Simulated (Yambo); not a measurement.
# SiC (Moissanite 3C) (F-43m) in Yambo: a run that goes wrong, beside a sound one

A flawed run on SiC (Moissanite 3C) and a sound one for comparison.

Program: Yambo 5.3.0. These are calculated values, not measurements. Logs are shortened: lines on timing, memory, paths and dates and some standing lists are left out, and cuts for length are marked.

**Measured values to compare with.**

From “Insight into the structural, elastic and electronic properties of a new orthorhombic 6O-SiC polytype”, 2020, pmc:7200658, for a bulk crystal of SiC: band gap 2.4 eV (indirect).

How close the calculation comes is told below.

### Step 1. The crystal as given

Symmetry: F-43m, No. 216, cubic system. Conventional cell: a = 4.358 Å, b = 4.358 Å, c = 4.358 Å, α = 90.00°, β = 90.00°, γ = 90.00°. Si (site symmetry -43m) has 4 C at 1.89 Å as nearest neighbours. C (site symmetry -43m) has 4 Si at 1.89 Å as nearest neighbours.

### Step 2. A run with an altered input

g0w08.in

```
gw0
dyson
el_el_corr
rim_cut
HF_and_locXC
ppa
em1d
RandQpts= 1000000
RandGvec= 50 RL
EXXRLvcs= 70 Ry
VXCRLvcs= 70 Ry
Chimod= "HARTREE"
% BndsRnXp
 1 | 24 |
%
NGsBlkXp= 2 Ry
% LongDrXp
 1 | 1 | 1 |
%
PPAPntXp= 27.21138 eV
% GbndRnge
 1 | 24 |
%
GDamping= 5.0 eV
GTermKind= "none"
DysSolver= "n"
ExtendOut
% QPkrange
 1 | 1 | 4 | 5 |
%
```

scf.in

```
&CONTROL
  calculation = 'scf'
  prefix = 'pwscf'
  outdir = './tmp'
  pseudo_dir = './pseudo'
/
&SYSTEM
  ibrav = 0
  nat = 2
  ntyp = 2
  ecutwfc = 70
  nbnd = 9
  occupations = 'smearing'
  smearing = 'fd'
  degauss = 0.00367493
  force_symmorphic = .true.
/
&ELECTRONS
  conv_thr = 4d-10
  electron_maxstep = 120
  mixing_beta = 0.5
/
ATOMIC_SPECIES
Si    28.0850 Si_ONCV_PBE-1.2.upf
C     12.0110 C_ONCV_PBE-1.2.upf
CELL_PARAMETERS angstrom
   0.0000000000    2.1790000000    2.1790000000
   2.1790000000    0.0000000000    2.1790000000
   2.1790000000    2.1790000000    0.0000000000
ATOMIC_POSITIONS crystal
Si     0.0000000000    0.0000000000    0.0000000000
C      0.7500000000    0.7500000000    0.7500000000
K_POINTS automatic
10 10 10 0 0 0
```

nscf.in

```
&CONTROL
  calculation = 'nscf'
  prefix = 'pwscf'
  outdir = './tmp'
  pseudo_dir = './pseudo'
/
&SYSTEM
  ibrav = 0
  nat = 2
  ntyp = 2
  ecutwfc = 70
  nbnd = 304
  occupations = 'fixed'
  force_symmorphic = .true.
/
&ELECTRONS
  conv_thr = 1d-08
  diago_full_acc = .true.
  diago_thr_init = 1d-06
/
ATOMIC_SPECIES
Si    28.0850 Si_ONCV_PBE-1.2.upf
C     12.0110 C_ONCV_PBE-1.2.upf
CELL_PARAMETERS angstrom
   0.0000000000    2.1790000000    2.1790000000
   2.1790000000    0.0000000000    2.1790000000
   2.1790000000    2.1790000000    0.0000000000
ATOMIC_POSITIONS crystal
Si     0.0000000000    0.0000000000    0.0000000000
C      0.7500000000    0.7500000000    0.7500000000
K_POINTS automatic
4 4 4 0 0 0
```

Potentials or basis: SG15 PBE 1.2.

Command:

```bash
OMP_NUM_THREADS=1 pw.x -in scf.in > scf.out
OMP_NUM_THREADS=1 pw.x -in nscf.in > nscf.out
cd tmp/pwscf.save; p2y; mv SAVE ../..; cd ../..
OMP_NUM_THREADS=1 yambo
mkdir -p g0w08; ln -s $PWD/g0w00/ndb.RIM g0w08/
OMP_NUM_THREADS=1 yambo -F g0w08.in -J g0w08 -C g0w08_out
```

Yambo's report:

```text
[... sections 02.01 to 02.04 as in the set-up run ...]

  [02.05] Energies & Occupations
  ==============================

  [X] === General ===
  [X] Electronic Temperature                        :  0.000000  0.000000 [eV K]
[... 227 lines left out ...]
   X poles                                          :  100.0000 o/o
   X e/h E range                                    : -1.000000 -1.000000 ev
   X Hxc Kernel                                     : HARTREE
   X BZ energy Double Grid                          : no
   X Optical Averaged directions                    : none
   Sc/G bands                                       :   1  24
   Sc/G damping                                     :  5.000000 ev
   Sc bands terminator                              : no
   Sx RL components                                 :  1459

   QP @ state[ 1 ] K range                          :  1  1
   QP @ state[ 1 ] b range                          :   4   5
   GF energies kind                                 : Perdew, Burke & Ernzerhof(X)+Perdew, Burke & Ernzerhof(C)
   GF WF`s kind                                     : Perdew, Burke & Ernzerhof(X)+Perdew, Burke & Ernzerhof(C)
   Xs energies kind                                 : Perdew, Burke & Ernzerhof(X)+Perdew, Burke & Ernzerhof(C)
   Xs WF`s kind                                     : Perdew, Burke & Ernzerhof(X)+Perdew, Burke & Ernzerhof(C)
```

o-g0w08.qp:

```text
# GW solver                                       : Newton
# GW approximation                                : PPA
# PPA imaginary Energy                            :   27.2113800    [ev]
[... 28 lines left out ...]
#
        1                   4                 0.000000           0.109904           0.109904          -14.94280          -17.62088           2.768782           2.787982          -5.734814           0.822401          -0.053900           533.8542           1.232943
        1                   5                 6.254207           7.200329           0.946122          -13.17990          -7.457564          -4.508859          -4.776218          -5.772104           0.821163          -0.056137          -804.5316           0.818131
#
```

Run time: 51 s. Hardware: 1 thread of Arm Neoverse V2, shared host; peak memory 0.25 GiB.

The run ended normally. The input was made wrong on purpose: damping far too large. The program ran through all the same, so the numbers look like a result but aren't the crystal's properties.

### Step 3. G0W0 quasiparticle levels, PBE

g0w07.in

```
gw0
dyson
el_el_corr
rim_cut
HF_and_locXC
ppa
em1d
RandQpts= 1000000
RandGvec= 50 RL
EXXRLvcs= 82 Ry
VXCRLvcs= 82 Ry
Chimod= "HARTREE"
% BndsRnXp
 1 | 154 |
%
NGsBlkXp= 12 Ry
% LongDrXp
 1 | 1 | 1 |
%
PPAPntXp= 27.21138 eV
% GbndRnge
 1 | 154 |
%
GTermKind= "BG"
DysSolver= "n"
ExtendOut
% QPkrange
 1 | 1 | 2 | 5 |
 13 | 13 | 2 | 5 |
%
```

Changes to scf.in since step 2:

```diff
@@ -10,3 +10,3 @@
   ntyp = 2
-  ecutwfc = 70
+  ecutwfc = 82
   nbnd = 9
@@ -23,4 +23,4 @@
 ATOMIC_SPECIES
-Si    28.0850 Si_ONCV_PBE-1.2.upf
-C     12.0110 C_ONCV_PBE-1.2.upf
+Si    28.0850 Si.upf
+C     12.0110 C.upf
 CELL_PARAMETERS angstrom
```

Changes to nscf.in since step 2:

```diff
@@ -10,4 +10,4 @@
   ntyp = 2
-  ecutwfc = 70
-  nbnd = 304
+  ecutwfc = 82
+  nbnd = 154
   occupations = 'fixed'
@@ -21,4 +21,4 @@
 ATOMIC_SPECIES
-Si    28.0850 Si_ONCV_PBE-1.2.upf
-C     12.0110 C_ONCV_PBE-1.2.upf
+Si    28.0850 Si.upf
+C     12.0110 C.upf
 CELL_PARAMETERS angstrom
@@ -31,2 +31,2 @@
 K_POINTS automatic
-4 4 4 0 0 0
+6 6 6 0 0 0
```

Potentials or basis: PseudoDojo 0.4.1 SR PBE standard.

Command:

```bash
OMP_NUM_THREADS=1 pw.x -in scf.in > scf.out
OMP_NUM_THREADS=1 pw.x -in nscf.in > nscf.out
cd tmp/pwscf.save; p2y; mv SAVE ../..; cd ../..
OMP_NUM_THREADS=1 yambo
mkdir -p g0w07; ln -s $PWD/g0w00/ndb.pp* g0w07/
mkdir -p g0w07; ln -s $PWD/g0w00/ndb.RIM g0w07/
OMP_NUM_THREADS=1 yambo -F g0w07.in -J g0w07 -C g0w07_out
```

Results (log left out):

```
Band gap on the k mesh, mean-field level          : 1.36 eV, indirect (least direct gap 4.55 eV)
Quasiparticle gap                                 : 2.15 eV
Least direct quasiparticle gap                    : 5.63 eV
Quasiparticle gap at Γ                            : 7.17 eV
Band gap of the same states before the correction : 1.36 eV
```

Quasiparticle terms (eV):
```csv
k point,band,Kohn-Sham level,Vxc,Σx,Σc,Z,result
"(0.000, 0.000, 0.000)",2,0.00,-14.93,-17.56,1.72,0.80,-0.73
"(0.000, 0.000, 0.000)",3,0.00,-14.93,-17.56,1.71,0.80,-0.73
"(0.000, 0.000, 0.000)",4,0.00,-14.93,-17.56,1.71,0.80,-0.73
"(0.000, 0.000, 0.000)",5,6.22,-13.21,-7.62,-5.32,0.79,6.44
"(0.000, -0.500, -0.500)",2,-7.80,-12.55,-18.21,4.10,0.72,-8.92
"(0.000, -0.500, -0.500)",3,-3.19,-13.56,-17.43,2.57,0.79,-4.21
"(0.000, -0.500, -0.500)",4,-3.19,-13.56,-17.43,2.57,0.79,-4.21
"(0.000, -0.500, -0.500)",5,1.36,-10.50,-6.46,-3.97,0.82,1.42
```

Caveat: this version prints the column dSc/dw multiplied by 27.2; the terminator is approximate in this version, by hundredths of an eV.

### Step 4. How close it comes

Step 3. Against the measured gap of SiC, 2.4 eV (indirect; quoted in “Insight into the structural, elastic and electronic properties of a new orthorhombic 6O-SiC polytype”, 2020, pmc:7200658), the calculated 2.15 eV is off by -0.25 eV. The value is that of G0W0 on PBE, without temperature or zero-point motion.
